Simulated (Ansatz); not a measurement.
# Ta2C: the cost of one run

Computed with Ansatz 0.2.0 (DFT PBEsol, scalar-relativistic, plane waves, PAW, unless a step's input says otherwise).

1 further run of the same task is left out (set aside as unsound or not needed).

## 1. The starting structure

It takes space group P-3m1 (No. 164, trigonal). Conventional cell: a = 3.095 Å, b = 3.095 Å, c = 4.921 Å, α = 90.00°, β = 90.00°, γ = 120.00°. Ta (site symmetry 3m) has 3 C at 2.18 Å as nearest neighbours. C (site symmetry -3m) has 6 Ta at 2.18 Å as nearest neighbours.

Structure file:

```
CELL_PARAMETERS angstrom
3.09530 0.00000 0.00000
-1.54765 2.68061 0.00000
0.00000 0.00000 4.92108
ATOMIC_POSITIONS crystal
Ta 0.33333 0.66667 0.25288
Ta 0.66667 0.33333 0.74712
C 0.00000 0.00000 0.00000
```

This cell was relaxed beforehand with the same method: volume 13.61 Å³/atom, gap on the mesh none (metal).

## 2. The cell scaled to 0.97 of its volume

Input file input.yaml:

```yaml
crystal:
  lattice:
    - [3.0640329009, 0.0, 0.0]
    - [-1.5320164504, 2.6535303302, 0.0]
    - [0.0, 0.0, 4.8713690028]
  atoms:
    - { symbol: Ta, position: [0.3333333333, 0.6666666667, 0.2528761935] }
    - { symbol: Ta, position: [0.6666666667, 0.3333333333, 0.7471238065] }
    - { symbol: C, position: [0.0, 0.0, 0.0] }
basis:
  ecutwfc: 420
kpoints:
  mp_grid: { grid: [18, 18, 8] }
hamiltonian:
  xc: pbesol
scf:
  occupations: { method: gaussian, width: 0.1 }
output:
  forces: true
  stress: true
  eigenvalues: true
relax:
  adjacent_minimum: "off"
  f_tol: 0.01
  max_steps: 30
  cell: { stress_tol: 0.1, fix: [volume] }
```

The run is started by

```bash
ansatz run input.yaml --threads 1 --pin off --max-ram 2560MiB --backend cpu --events-out ev --progress --plain --runs-dir out
```

What time and memory should one allow on 1 thread of Intel Xeon Platinum 8488C (Sapphire Rapids), shared host?

About 54 s, with a peak of 0.52 GiB.
